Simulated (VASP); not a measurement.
The system is C.

```
C
1.0
     2.52210    0.00000    0.00000
    -1.26105    2.18420    0.00000
     0.00000    0.00000    8.23710
C
8
Cartesian
  1.2611 0.7281 6.9501
  0.0000 1.4561 2.8315
  1.2611 0.7281 5.4056
  0.0000 1.4561 1.2870
  0.0000 0.0000 7.4649
  0.0000 0.0000 3.3463
  0.0000 0.0000 4.8908
  0.0000 0.0000 0.7722
```

This is a hexagonal form of diamond, not graphite.

Base run:

```yaml
Program: VASP 6.6.1
Functional: TPSS
Potentials_or_basis: VASP PAW PBE potentials, release 64 (C)
Cutoff: 520 eV
k_mesh: 12 × 12 × 4
Occupations: fermi-dirac, width 0.05 eV
Spin: no spin polarisation
```

Its results: band gap on the k mesh 4.43 eV, indirect (least direct gap 5.40 eV); pressure 2.3 GPa; largest force 0.333 eV/Å.

Question: The run is repeated on the same cell with these changes: functional from TPSS to rSCAN; further incar settings from ALGO = Normal; EDIFF = 1e-07; NBANDS = 26 to ALGO = Normal; EDIFF = 1e-06. What comes out?

Answer: Band gap on the k mesh 4.66 eV, indirect (least direct gap 5.40 eV); pressure -2.9 GPa; largest force 0.360 eV/Å.

Caveats: the PAW data sets were made with another functional, which shifts forces and pressure a little.
